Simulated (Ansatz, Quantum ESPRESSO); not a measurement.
# Tuning the work function of W(100), part 2 of 11

Which overlayers raise and which lower the work function of W(100), and does electronegativity predict it?

Quantum ESPRESSO 7.5; plane-wave DFT, PBE, GBRV ultrasoft pseudopotentials; geometry by Ansatz 0.2.0 with PAW datasets.

So far. Step 2 (Relaxation with Ansatz, clean face): The relaxation lowers the energy by 24 meV an atom. Held were the atoms numbered 1, 2 and 3; the forces quoted are those on the free ones.

## Step 3: Ground state, clean face

The effective screening medium with bc1 puts vacuum on both sides and removes the images along the normal. The slab must sit about z = 0, symmetry is kept, and the .esm1 file holds the planar potential.

Level of this step: plane-wave DFT, PBE, GBRV ultrasoft pseudopotentials (Quantum ESPRESSO 7.5).

Input file clean.esm.in:

```
&control
  prefix = 'clean.esm'
  outdir = './out'
  pseudo_dir = './pseudo'
  calculation = 'scf'
  tprnfor = .true.
/
&system
  ibrav = 0
  nat = 5
  ntyp = 1
  ecutwfc = 40
  ecutrho = 200
  occupations = 'smearing'
  smearing = 'mv'
  degauss = 0.02
  assume_isolated = 'esm'
  esm_bc = 'bc1'
/
&electrons
  conv_thr = 1e-07
  mixing_beta = 0.4
  electron_maxstep = 120
  mixing_mode = 'local-TF'
/
ATOMIC_SPECIES
  W   183.8400  w_pbe_v1.2.uspp.F.UPF
CELL_PARAMETERS angstrom
  3.16000000000000 0.00000000000000 0.00000000000000
  0.00000000000000 3.16000000000000 0.00000000000000
  0.00000000000000 0.00000000000000 22.32000000000000
ATOMIC_POSITIONS crystal
  W   0.000000000000 0.000000000000 -0.139612061172
  W   0.500000000000 0.500000000000 -0.068823530772
  W   0.000000000000 0.000000000000 0.001964999728
  W   0.500000000000 0.500000000000 0.075633152422
  W   0.000000000000 0.000000000000 0.139612061172
K_POINTS automatic
  8 8 1 0 0 0
```

Launch:

```bash
$ OMP_NUM_THREADS=1 mpirun -n 4 pw.x -nk 4 -in clean.esm.in > clean.esm.out
```

Output:

```text
Program PWSCF v.7.5 starts
[citation notice left out]

     Parallel version (MPI & OpenMP), running on       4 processor cores
     Number of MPI processes:                 4
     Threads/MPI process:                     1

     MPI processes distributed on     1 nodes
[...]
Current dimensions of program PWSCF are:
     Max number of different atomic species (ntypx) = 10
     Max number of k-points (npk) =  40000
     Max angular momentum in pseudopotentials (lmaxx) =  4
     Message from routine setup:
     using ibrav=0 with symmetry is DISCOURAGED, use correct ibrav instead

     K-points division:     npool     =       4
     Subspace diagonalization in iterative solution of the eigenvalue problem:
     a serial algorithm will be used

     G-vector sticks info
     --------------------
     sticks:   dense  smooth     PW     G-vecs:    dense   smooth      PW
     Sum         569     441    145                71885    51073    8983

     Using Slab Decomposition

     bravais-lattice index     =            0
     lattice parameter (alat)  =       5.9715  a.u.
     unit-cell volume          =    1504.0593 (a.u.)^3
     number of atoms/cell      =            5
     number of atomic types    =            1
     number of electrons       =        70.00
     number of Kohn-Sham states=           42
     kinetic-energy cutoff     =      40.0000  Ry
     charge density cutoff     =     200.0000  Ry
     scf convergence threshold =      1.0E-07
     mixing beta               =       0.4000
     number of iterations used =            8  local-TF  mixing
     Exchange-correlation= SLA  PW   PBE  PBE
                           (   1   4   3   4   0   0   0)

     Effective Screening Medium Method
     =================================
     Boundary Conditions: Vacuum-Slab-Vacuum
     total charge in unit cell        =   0.0000
     grid points for fit at edges     =        4

     celldm(1)=   5.971535  celldm(2)=   0.000000  celldm(3)=   0.000000
     celldm(4)=   0.000000  celldm(5)=   0.000000  celldm(6)=   0.000000

     crystal axes: (cart. coord. in units of alat)
               a(1) = (   1.000000   0.000000   0.000000 )
               a(2) = (   0.000000   1.000000   0.000000 )
               a(3) = (   0.000000   0.000000   7.063291 )

     reciprocal axes: (cart. coord. in units 2 pi/alat)
               b(1) = (  1.000000  0.000000  0.000000 )
               b(2) = (  0.000000  1.000000  0.000000 )
               b(3) = (  0.000000  0.000000  0.141577 )

     PseudoPot. # 1 for W  read from file:
     ./pseudo/w_pbe_v1.2.uspp.F.UPF
     Pseudo is Ultrasoft + core correction, Zval = 14.0
     Generated by new atomic code, or converted to UPF format
     Using radial grid of  923 points,  8 beta functions with:
                l(1) =   0
                l(2) =   0
                l(3) =   0
                l(4) =   1
                l(5) =   1
                l(6) =   2
                l(7) =   2
                l(8) =   3
     Q(r) pseudized with  6 coefficients,  rinner =    1.350   1.350   1.350
                                                       1.350   1.350   1.350
                                                       1.350

     atomic species   valence    mass     pseudopotential
     W                14.00   183.84000     W ( 1.00)

      8 Sym. Ops. (no inversion) found

   Cartesian axes

     site n.     atom                  positions (alat units)
         1        W      tau(   1) = (   0.0000000   0.0000000  -0.9861206  )
         2        W      tau(   2) = (   0.5000000   0.5000000  -0.4861206  )
         3        W      tau(   3) = (   0.0000000   0.0000000   0.0138794  )
         4        W      tau(   4) = (   0.5000000   0.5000000   0.5342190  )
         5        W      tau(   5) = (   0.0000000   0.0000000   0.9861206  )

     number of k points=    15  Marzari-Vanderbilt smearing, width (Ry)=  0.0200
                       cart. coord. in units 2pi/alat
        k(    1) = (   0.0000000   0.0000000   0.0000000), wk =   0.0312500
        k(    2) = (   0.0000000   0.1250000   0.0000000), wk =   0.1250000
        k(    3) = (   0.0000000   0.2500000   0.0000000), wk =   0.1250000
        k(    4) = (   0.0000000   0.3750000   0.0000000), wk =   0.1250000
        k(    5) = (   0.0000000  -0.5000000   0.0000000), wk =   0.0625000
        k(    6) = (   0.1250000   0.1250000   0.0000000), wk =   0.1250000
        k(    7) = (   0.1250000   0.2500000   0.0000000), wk =   0.2500000
        k(    8) = (   0.1250000   0.3750000   0.0000000), wk =   0.2500000
        k(    9) = (   0.1250000  -0.5000000   0.0000000), wk =   0.1250000
        k(   10) = (   0.2500000   0.2500000   0.0000000), wk =   0.1250000
[...]
k(   15) = (  -0.5000000  -0.5000000   0.0000000), wk =   0.0312500

     Dense  grid:    71885 G-vectors     FFT dimensions: (  27,  27, 192)

     Smooth grid:    51073 G-vectors     FFT dimensions: (  25,  25, 180)

     Estimated max dynamical RAM per process >     183.21 MB

     Estimated total dynamical RAM >     680.18 MB

     Initial potential from superposition of free atoms

     starting charge      69.4983, renormalised to      70.0000

     negative rho (up, down):  3.192E-01 0.000E+00
     Starting wfcs are   65 randomized atomic wfcs

     total cpu time spent up to now is        4.9 secs

     per-process dynamical memory:    68.3 Mb

     Self-consistent Calculation

     iteration #  1     ecut=    40.00 Ry     beta= 0.40
     Davidson diagonalization with overlap
     ethr =  1.00E-02,  avg # of iterations =  1.5

     negative rho (up, down):  3.196E-01 0.000E+00

     total cpu time spent up to now is        8.1 secs

     total energy              =    -795.25799719 Ry
     estimated scf accuracy    <       1.55397891 Ry

     iteration #  2     ecut=    40.00 Ry     beta= 0.40
[...]
negative rho (up, down):  3.246E-01 0.000E+00

[...]
total energy              =    -795.22972303 Ry
     estimated scf accuracy    <       0.71046241 Ry

     iteration #  3     ecut=    40.00 Ry     beta= 0.40
[...]
negative rho (up, down):  3.280E-01 0.000E+00

[...]
total energy              =    -795.22551455 Ry
     estimated scf accuracy    <       0.18163166 Ry

     iteration #  4     ecut=    40.00 Ry     beta= 0.40
[...]
negative rho (up, down):  3.278E-01 0.000E+00

[...]
total energy              =    -795.30154820 Ry
[...]
negative rho (up, down):  3.319E-01 0.000E+00

[...]
total energy              =    -795.31498632 Ry
     estimated scf accuracy    <       0.00497496 Ry

     iteration # 10     ecut=    40.00 Ry     beta= 0.40
[...]
negative rho (up, down):  3.321E-01 0.000E+00

[...]
total energy              =    -795.31392847 Ry
     estimated scf accuracy    <       0.00550437 Ry

     iteration # 11     ecut=    40.00 Ry     beta= 0.40
[...]
negative rho (up, down):  3.312E-01 0.000E+00

[...]
total energy              =    -795.31297352 Ry
     estimated scf accuracy    <       0.01564751 Ry

     iteration # 12     ecut=    40.00 Ry     beta= 0.40
[...]
negative rho (up, down):  3.309E-01 0.000E+00

[...]
total energy              =    -795.31043962 Ry
     estimated scf accuracy    <       0.00342097 Ry

     iteration # 13     ecut=    40.00 Ry     beta= 0.40
[...]
negative rho (up, down):  3.305E-01 0.000E+00

[...]
total energy              =    -795.31060678 Ry
     estimated scf accuracy    <       0.00057969 Ry

     iteration # 14     ecut=    40.00 Ry     beta= 0.40
[...]
c_bands:  1 eigenvalues not converged
[...]
negative rho (up, down):  3.303E-01 0.000E+00

[...]
total energy              =    -795.31002684 Ry
     estimated scf accuracy    <       0.00048638 Ry

[...]
iteration # 18     ecut=    40.00 Ry     beta= 0.40
[...]
negative rho (up, down):  3.310E-01 0.000E+00

[...]
total energy              =    -795.30743366 Ry
     estimated scf accuracy    <       0.00007980 Ry

     iteration # 19     ecut=    40.00 Ry     beta= 0.40
[...]
negative rho (up, down):  3.310E-01 0.000E+00

[...]
total energy              =    -795.30740720 Ry
     estimated scf accuracy    <       0.00000108 Ry

     iteration # 20     ecut=    40.00 Ry     beta= 0.40
[...]
negative rho (up, down):  3.309E-01 0.000E+00

[...]
total energy              =    -795.30742840 Ry
     estimated scf accuracy    <       0.00000355 Ry

     iteration # 21     ecut=    40.00 Ry     beta= 0.40
[...]
negative rho (up, down):  3.309E-01 0.000E+00

[...]
total energy              =    -795.30741132 Ry
     estimated scf accuracy    <       0.00000120 Ry

     iteration # 22     ecut=    40.00 Ry     beta= 0.40
[...]
negative rho (up, down):  3.308E-01 0.000E+00

[...]
total energy              =    -795.30738053 Ry
     estimated scf accuracy    <       0.00000471 Ry

     iteration # 23     ecut=    40.00 Ry     beta= 0.40
[...]
negative rho (up, down):  3.308E-01 0.000E+00

[...]
total energy              =    -795.30737704 Ry
     estimated scf accuracy    <       0.00000417 Ry

     iteration # 24     ecut=    40.00 Ry     beta= 0.40
[...]
negative rho (up, down):  3.309E-01 0.000E+00

[...]
total energy              =    -795.30737980 Ry
     estimated scf accuracy    <       0.00000239 Ry

     iteration # 25     ecut=    40.00 Ry     beta= 0.40
[...]
negative rho (up, down):  3.309E-01 0.000E+00

[...]
End of self-consistent calculation

          k = 0.0000 0.0000 0.0000 (  6381 PWs)   bands (ev):

   -78.3451 -78.2545 -78.1354 -78.0569 -77.9609 -42.7747 -42.7041 -42.7041
   -42.6639 -42.5739 -42.4803 -42.4803 -42.2947 -42.2947 -42.1629 -41.9635
   -41.9635 -41.9222 -41.7988 -41.7988 -13.0406 -11.2058  -9.5876  -9.4689
    -8.9594  -8.5063  -8.2837  -6.6051  -5.3157  -5.3157  -5.0127  -4.8469
    -4.8469  -4.5587  -4.4258  -4.2571  -4.0954  -4.0882  -4.0882  -2.5469
    -2.4768  -2.4765

          k = 0.0000 0.1250 0.0000 (  6404 PWs)   bands (ev):

   -78.3400 -78.2515 -78.1285 -78.0597 -77.9667 -42.8200 -42.7989 -42.6734
   -42.6512 -42.5714 -42.4564 -42.4445 -42.4041 -42.2908 -42.0555 -42.0335
   -41.9828 -41.9022 -41.8261 -41.8072 -12.6916 -10.9529  -9.3959  -9.2288
    -8.8405  -8.4819  -7.9780  -6.6137  -5.7551  -5.6316  -5.6194  -4.9149
    -4.7812  -4.7802  -4.6350  -4.2387  -3.9674  -3.3256  -3.2687  -3.2394
    -2.9304  -2.2548

          k = 0.0000 0.2500 0.0000 (  6398 PWs)   bands (ev):

   -78.3276 -78.2437 -78.1090 -78.0672 -77.9834 -42.9478 -42.9054 -42.6606
   -42.6469 -42.5887 -42.4904 -42.4003 -42.3901 -42.2785 -42.0756 -42.0394
   -41.9977 -41.9097 -41.9038 -41.8056 -11.7444 -10.4050  -9.2395  -8.8129
    -8.5600  -8.3501  -6.9642  -6.5262  -6.3418  -5.9357  -5.8281  -5.3640
    -5.2770  -4.9774  -4.9085  -3.5375  -3.4830  -3.4154  -3.0883  -3.0051
    -2.8951  -2.7443

          k = 0.0000 0.3750 0.0000 (  6372 PWs)   bands (ev):

   -78.3152 -78.2348 -78.0808 -78.0761 -78.0087 -43.0562 -42.9841 -42.7855
   -42.6622 -42.4998 -42.4773 -42.4284 -42.3004 -42.2516 -42.1270 -42.0843
   -42.0138 -41.9915 -41.8904 -41.8036 -10.5492 -10.0907  -9.4060  -8.6047
    -8.3725  -7.5798  -7.0720  -6.8733  -5.9741  -5.8562  -5.8374  -5.3969
    -5.3667  -4.6785  -4.5873  -3.9302  -3.6132  -3.4724  -2.8499  -2.7907
    -2.4349  -2.1949

          k = 0.0000-0.5000 0.0000 (  6356 PWs)   bands (ev):

   -78.3100 -78.2306 -78.0802 -78.0581 -78.0302 -43.0958 -43.0149 -42.8274
   -42.6842 -42.5184 -42.4287 -42.4124 -42.2306 -42.2205 -42.1914 -42.1030
   -42.0926 -41.9490 -41.9211 -41.7952 -10.0704  -9.9657  -9.3552  -8.4959
    -8.4351  -7.2574  -7.0756  -6.8049  -6.5296  -6.0059  -5.6044  -5.5983
    -5.3159  -4.4236  -4.1686  -4.0337  -3.2477  -2.9298  -2.6548  -2.6447
    -2.5748  -1.9675

          k = 0.1250 0.1250 0.0000 (  6409 PWs)   bands (ev):

   -78.3354 -78.2487 -78.1219 -78.0621 -77.9719 -42.8369 -42.7899 -42.7593
   -42.6454 -42.5283 -42.5097 -42.4744 -42.3403 -42.3257 -42.0772 -42.0044
   -41.9758 -41.9491 -41.8327 -41.8048 -12.3542 -10.6755  -9.0837  -9.0757
    -8.6594  -8.1744  -7.9717  -6.7980  -6.1727  -6.0220  -5.8030  -5.2480
    -4.9176  -4.6723  -4.4591  -4.3573  -3.9019  -3.3718  -3.2105  -3.0346
    -2.6653  -1.9703

[...]
the Fermi energy is    -4.1908 ev

!    total energy              =    -795.30732877 Ry
     estimated scf accuracy    <       0.00000010 Ry
     smearing contrib. (-TS)   =       0.00064122 Ry
     internal energy E=F+TS    =    -795.30796999 Ry

     The total energy is F=E-TS. E is the sum of the following terms:
     one-electron contribution =    8418.03794595 Ry
     hartree contribution      =   -4235.12296212 Ry
     xc contribution           =    -205.83823864 Ry
     ewald contribution        =   -4772.38471518 Ry

     convergence has been achieved in  25 iterations

     negative rho (up, down):  3.309E-01 0.000E+00

     Forces acting on atoms (cartesian axes, Ry/au):

     atom    1 type  1   force =     0.00000000    0.00000000    0.04627446
     atom    2 type  1   force =     0.00000000    0.00000000   -0.04544400
     atom    3 type  1   force =     0.00000000    0.00000000   -0.00243221
     atom    4 type  1   force =     0.00000000    0.00000000    0.00135277
     atom    5 type  1   force =     0.00000000    0.00000000    0.00021031

     Total force =     0.064917     Total SCF correction =     0.001728

[...]
=------------------------------------------------------------------------------=
   JOB DONE.
=------------------------------------------------------------------------------=
[...]
```

Elapsed: 96 s, on 4 MPI ranks of Intel Xeon at 2.70GHz, shared host; peak memory 0.87 GiB; 6.4 min of CPU time.

Read from the output:

* free energy: -10820.7075 eV
* Fermi energy: -4.191 eV
* vacuum line at the lower end of the cell, over the Fermi level: 4.246 eV
* vacuum line at the upper end of the cell, over the Fermi level: 4.135 eV

The potential energy, planar mean oscillates, so the rows of the table below give means over windows of 0.5 Å about each position, cut where the curve ends. Its maxima inside the range that stand out by 2 % of the span (Å: eV): -2.32: -8.01, -0.70: -8.53, 0.81: -7.77, 2.44: -10.1. Its minima: -3.02: -10.2, -1.51: -10.7, 0.00: -10.7, 1.74: -10.9, 3.02: -10.6.

Electrostatic potential energy of an electron; zero at the Fermi level. Table of potential energy, planar mean by z; means over each step:

z (Å), potential energy, planar mean (eV) and a bar from the least value:
```
    -11.0        4.2 ##############################
    -10.5        4.2 ##############################
    -10.0        4.2 ##############################
     -9.5        4.2 ##############################
     -9.0        4.2 ##############################
     -8.5        4.2 ##############################
     -8.0        4.2 ##############################
     -7.5        4.2 ##############################
     -7.0        4.2 ##############################
     -6.5        4.2 ##############################
     -6.0        4.2 ##############################
     -5.5        4.0 ##############################
     -5.0        3.5 #############################
     -4.5        2.1 ##########################
     -4.0       -2.0 #################
     -3.5       -7.8 ######
     -3.0       -9.9 #
     -2.5       -8.5 ####
     -2.0       -9.0 ###
     -1.5      -10.5 
     -1.0       -9.2 ###
     -0.5       -9.1 ###
      0.0      -10.5 
      0.5       -9.0 ###
      1.0       -8.2 #####
      1.5      -10.3 #
      2.0      -10.5 
      2.5      -10.2 #
      3.0      -10.4 
      3.5       -7.8 ######
      4.0       -2.0 #################
      4.5        2.0 #########################
      5.0        3.4 ############################
      5.5        3.9 #############################
      6.0        4.1 ##############################
      6.5        4.1 ##############################
      7.0        4.1 ##############################
      7.5        4.1 ##############################
      8.0        4.1 ##############################
      8.5        4.1 ##############################
      9.0        4.1 ##############################
      9.5        4.1 ##############################
     10.0        4.1 ##############################
     10.5        4.1 ##############################
     11.0        4.1 ##############################
```

The vacuum levels are read from the outermost 0.7 Å of the cell on either side.

The run needed 25 iterations to bring the estimated error under 1e-07 Ry; the largest force on any atom, held or free, is 1.19 eV/Å.

Inside the slab this potential holds the local part of the pseudopotentials, which can be repulsive at the nuclei; only its value in the vacuum has a meaning of its own.

[end of part 2 of 11]

[Logs are printed without paths, hosts, clocks, repeated set-up lines and the standing remarks that a program may print on its own settings, such as how far it seeks lower states.]

[Hosts, paths, dates, database ids (printed as entryN), source tags and the programs' standing remarks are cut or masked in the printed files.]

[Maps of the electrostatic potential energy from Ansatz leave out the sawtooth potential of an applied field or a dipole correction, so their vacuum need not be flat; planar profiles and work functions include it.]
